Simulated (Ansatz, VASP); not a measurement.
**AlN in VASP and in Ansatz**

The input INCAR:

```
PREC = Accurate
ENCUT = 520
EDIFF = 1E-6
ISMEAR = 0
SIGMA = 0.02
LREAL = False
LASPH = True
NELM = 80
ALGO = Normal
ISIF = 2
LWAVE = False
LCHARG = False
GGA = PE
NBANDS = 11
```

Contents of KPOINTS:

```
Automatic mesh
0
Gamma
  10 10 10
```

File POSCAR:

```
AlN
1.0
    0.0000000000      2.2726545903      2.2726545903
    2.2726545903      0.0000000000      2.2726545903
    2.2726545903      2.2726545903      0.0000000000
Al N
1 1
Direct
    0.0000000000      0.0000000000      0.0000000000
    0.7500000000      0.7500000000      0.7500000000
```

Input for Ansatz:

```yaml
crystal:
  lattice:
    - [0.0, 2.2726545903, 2.2726545903]
    - [2.2726545903, 0.0, 2.2726545903]
    - [2.2726545903, 2.2726545903, 0.0]
  atoms:
    - { symbol: Al, position: [0.0, 0.0, 0.0] }
    - { symbol: "N", position: [0.75, 0.75, 0.75] }
basis:
  ecutwfc: 420
kpoints:
  mp_grid: { grid: [10, 10, 10] }
hamiltonian:
  xc: pbe
scf:
  occupations: { method: gaussian, width: 0.02 }
output:
  forces: true
  stress: true
  eigenvalues: true
  write_density: true
  write_potential: true
  elf: true
  volumetric_format: npy
```

Alike in both runs: task single point; functional PBE; k mesh 10 × 10 × 10; occupations gaussian, width 0.02 eV; no spin polarisation.

|  | VASP | Ansatz |
| --- | --- | --- |
| version | VASP 6.6.1 | Ansatz 0.2.0 |
| potentials or method | VASP PAW PBE potentials, release 64 (Al, N) | scalar-relativistic, plane waves, PAW |
| plane-wave cutoff (eV) | 520 | 420 |
| valence electrons in the cell | 8 | 8 |

VASP gave:

- gap on the k mesh at the Fermi level (eV): 3.18
- least direct gap on the mesh (eV): 3.18
- pressure (GPa): -15.5

Problem. Which values does Ansatz return?

Solution. gap on the k mesh at the Fermi level (eV): 3.18; least direct gap on the mesh (eV): 3.18; pressure (GPa): -15.2.

Caveats: so large a pressure means that the cell lies far from this level's equilibrium, or that cutoff or potentials fall short (VASP). A k mesh can miss the band edges. Expect the measured gap to be larger: semilocal functionals such as PBE lack the derivative discontinuity.
